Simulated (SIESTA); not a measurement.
## Ge under changes of volume

One of the cells (23.092 Å³/atom); the others are scaled copies at fixed shape and fractional positions:

```
Ge
1.0
     0.00000    2.84765    2.84765
     2.84765    0.00000    2.84765
     2.84765    2.84765    0.00000
Ge
2
Cartesian
  4.2715 4.2715 4.2715
  2.8476 2.8476 2.8476
```

| Property | Result |
| --- | --- |
| Program | SIESTA 5.4.2 |
| Functional | PBE |
| Potentials or basis | PseudoDojo 0.4 standard (PBE files) |
| Basis | DZP (energy shift 0.003 Ry; two zetas on semicore shells) |
| Grid cutoff | 800 Ry |
| Energy shift | 0.003 Ry |
| k mesh | 8 × 8 × 8 |
| Occupations | fermi-dirac, width 0.05 eV |
| Spin | no spin polarisation |

| volume (Å³/atom) | energy over the lowest point (meV/atom) | pressure (GPa) |
| --- | --- | --- |
| 21.281 | 86.89 | 10.9 |
| 21.733 | 59.81 | 8.2 |
| 22.186 | 39.47 | 6.4 |
| 23.092 | 11.29 | 3.4 |
| 23.545 | ? | ? |
| 23.997 | 0.00 | 0.6 |

What does the run at 23.545 Å³/atom give?

Energy over the lowest point 3.51 meV/atom; pressure 2.0 GPa.

Worked out: A Birch-Murnaghan fit of order 3 (a polynomial in V^(-2/3)) to the other rows has its minimum at 24.32 Å³/atom, just outside them, with B0 = V·E''(V) = 58 GPa and B' = 4.6. It gives 3.88 meV/atom at 23.545 Å³/atom, against the run's 3.51, and -dE/dV = 2.0 GPa, against 2.0.

Energies are extrapolated to zero smearing.

Caveats: the basis of atomic orbitals isn't converged, which shifts pressures, moduli and gaps.
